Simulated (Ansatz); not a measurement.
# Cu3N (Pm-3m): all-electron LAPW single point from a Python script

A script is to give an all-electron LAPW single point; the system is Cu3N (Pm-3m).

The COD entry's cell or inner coordinates are ideal or old and differ from later refinements, so a difference from it is no clean test against experiment.

All numbers are computed with the Python package of Ansatz 0.2.0. Level of theory: DFT PBE, all-electron LAPW.

### 1 Starting point

Symmetry: Pm-3m, No. 221, cubic system. The conventional cell has a = 3.807 Å, b = 3.807 Å, c = 3.807 Å, α = 90.00°, β = 90.00°, γ = 90.00°. Around Cu (site symmetry 4/mmm) lie 2 N at 1.90 Å. N (site symmetry m-3m) is surrounded by 6 Cu at 1.90 Å.

The script holds or builds the structure itself.

### 2 The code

lapw.py reads:

```python
"""Cu3N with all its electrons on LAPW."""

from collections import Counter
import json
import warnings

import ansatz
from pymatgen.core import Structure

SETTINGS = {
    "xc": "PBE",
    "filling": "fermi_dirac",
    "width_ev": 0.02,
    "mesh": (4, 4, 4),
}


def main() -> None:
    warnings.simplefilter("ignore", ansatz.DeckWarning)

    cu3n = (
        ansatz.Lattice.of((3.807, 0.0, 0.0), (0.0, 3.807, 0.0), (0.0, 0.0, 3.807))
        .atom("Cu", (0.5, 0.0, 0.0))
        .atom("Cu", (0.0, 0.5, 0.0))
        .atom("Cu", (0.0, 0.0, 0.5))
        .atom("N", (0.0, 0.0, 0.0))
    )

    base = (
        cu3n.calculation()
        .functional(SETTINGS["xc"])
        .occupations(SETTINGS["filling"], width=SETTINGS["width_ev"])
        .scf(lower_state_search="standard")
        .kpoints(mesh=SETTINGS["mesh"])
        .pseudopotentials("all_electron", lapw=True)
    )
    out = base.run(events_out="events.ndjson")
    rep = out.report
    with open("events.ndjson") as stream:
        kinds = Counter(json.loads(line)["event"] for line in stream)
    print("events:", {kind: kinds[kind] for kind in ("scf_iter", "scf_done", "notice", "finished")})

    print(f"free energy      {rep['free_energy_ev']:.5f} eV")
    print(f"per atom         {rep['free_energy_ev'] / len(out.lattice.sites):.5f} eV")
    print(f"SCF iterations   {rep['n_iterations']}  (converged: {rep['converged']})")

    final = Structure(out.lattice.cell_ang, [s.symbol for s in out.lattice.sites], [s.position_frac for s in out.lattice.sites])
    # first shell of each atom, within 15 % of its shortest distance
    shortest = {}
    for site, neighbours in zip(final, final.get_all_neighbors(5.0)):
        for other in neighbours:
            pair = "-".join(sorted((site.specie.symbol, other.specie.symbol)))
            shortest[pair] = min(shortest.get(pair, 9e9), other.nn_distance)
    for pair, distance in sorted(shortest.items(), key=lambda item: item[1]):
        print(f"shortest {pair:6s} {distance:.4f} A")

    errors = rep["lapw_basis_errors"]
    print(f"estimated basis error {1000 * errors['total_ev_per_atom']:.3f} meV/atom, target {1000 * errors['basis_error_target_ev_per_atom']:.3f}")
    for sphere in errors["spheres"]:
        print(f"  {sphere['species']:2s} muffin-tin radius {sphere['muffin_tin_radius_ang']:.3f} A, core shells {sphere['core_shells']}")


if __name__ == "__main__":
    main()
```

### 3 Running it

On the command line:

```console
$ python lapw.py
```

The program printed:

```text
events: {'scf_iter': 10, 'scf_done': 1, 'notice': 4, 'finished': 1}
free energy      -136591.76158 eV
per atom         -34147.94040 eV
SCF iterations   10  (converged: True)
shortest Cu-N   1.9035 A
shortest Cu-Cu  2.6920 A
shortest N-N    3.8070 A
estimated basis error 0.110 meV/atom, target 0.250
  N  muffin-tin radius 0.838 A, core shells 0
  Cu muffin-tin radius 1.066 A, core shells 3
```

Run time: 17 s. Hardware: 1 thread of Arm Neoverse V1, shared host; peak memory 0.47 GiB.

Lines on the test bed's own set-up are left out of the output.

### 4 What the engine kept of the run

From the engine's report, whether the script printed it or not:

```
                                                                  item          value
                                                     SCF cycles in all             10
                                                       k-points solved             10
                                                           plane waves           1419
                                                                 bands             39
                                                     valence electrons             64
                                                      free energy (eV)  -136591.76158
                                                      Fermi level (eV)         11.301
lowest empty less highest filled level on the mesh, by band count (eV)          0.131
```

### 5 Again, from the shell

The engine's input of that run, saved to a file, gives the whole log.

input.yaml reads:

```yaml
crystal:
  lattice:
    - [3.807, 0.0, 0.0]
    - [0.0, 3.807, 0.0]
    - [0.0, 0.0, 3.807]
  atoms:
    - { symbol: Cu, position: [0.5, 0.0, 0.0] }
    - { symbol: Cu, position: [0.0, 0.5, 0.0] }
    - { symbol: Cu, position: [0.0, 0.0, 0.5] }
    - { symbol: "N", position: [0.0, 0.0, 0.0] }
kpoints:
  mp_grid: { grid: [4, 4, 4] }
hamiltonian:
  xc: pbe
  pseudopotentials: { kind: all_electron, lapw: {} }
scf:
  lower_state_search: standard
  occupations: { method: fermi_dirac, width: 0.02 }
```

On the command line:

```console
$ ansatz run input.yaml --threads 1 --pin off --max-ram 3072MiB --backend cpu --events-out ev --progress --plain --runs-dir out
```

The program printed, cut to the lines that bear on the results:

```text
Warning: RAYON_NUM_THREADS=1 ignored (pool sized by the plan → 1); use --threads N
LAPW: plane waves up to 11.628 Å⁻¹, error target 2.5e-4 eV per atom; small_component_spin mean_spin; N in spheres of 0.838 Å, 7 of its electrons in bands, Dirac shells []; Cu in spheres of 1.066 Å, 19 of its electrons in bands, Dirac shells [] (how accurate: [...]
Pseudopotentials: kind: all_electron
Pseudopotential: Cu, LAPW, valence charge 19, lapw/all_electron/scalar/gaussian/Cu, Koelling and Harmon's equation, gaussian nucleus
Pseudopotential: N, LAPW, valence charge 7, lapw/all_electron/scalar/gaussian/N, Koelling and Harmon's equation, gaussian nucleus
Functional definition: PBE
[...]
Crystal: 4 atoms, lattice volume = 55.176 Å³
Basis set: ecut = 515.1433860260403 eV, 1419 PW (Γ), exchange–correlation at level 2
Bands: 39, of which v1, the nominal top of the filled ones, is band 32 counted from 1 (31 counted from 0)
Symmetry: 48 space group operations
Space group: Pm-3m (ITA 221), of the structure as read, at distance tolerance 3.8e-5 Å
k-points: 10 of 64
[...]
SCF iter   1: F=—  HF=-136596.361935 eV  |F-HF|=—  |Δ(HF+E_count)|=         —  Δρ=1.21e-1  dr2=8.77e0  ethr=1.37e-2  ⟨swp⟩=2.0  Hψ=2474  notcnv=0
[...]
the basis was enlarged: its passes take 1.5 MiB over the memory plan, 1 of 1 planned eigensolver slots
[...]
SCF iter  10: F=-136591.761583 eV  HF=-136591.761583 eV  |F-HF|=3.84e-8  |Δ(HF+E_count)|=   1.93e-7  Δρ=9.01e-6  dr2=5.49e-8  ethr=8.73e-10  ⟨swp⟩=3.0  Hψ=1161  notcnv=0
[...]
SCF converged after 10 iterations
Free energy (F): -136591.761583 eV
[...]
E sigma→0 (E₀):  -136591.761289 eV
Entropy (-TS):   -0.000589 eV (-0.147 meV/atom)
Fermi energy:    11.300713 eV
[...]
```

Run time: 17 s. Hardware: 1 thread of Arm Neoverse V1, shared host; peak memory 0.37 GiB.

Script and command line differ by 0.000 meV in the energy.

### 6 Results

```
   quantity                                  value
free energy  -136591.7616 eV (-34147.9404 eV/atom)
```

What this shows: The run converged in 10 cycles. Caveats:
- No spin polarisation was allowed.
- The gap on the mesh is very small: a semilocal functional closes or nearly closes the gap of many narrow semiconductors.
- Of the deposited cell: the entry's cell lengths or inner coordinates differ somewhat from later room-temperature determinations.
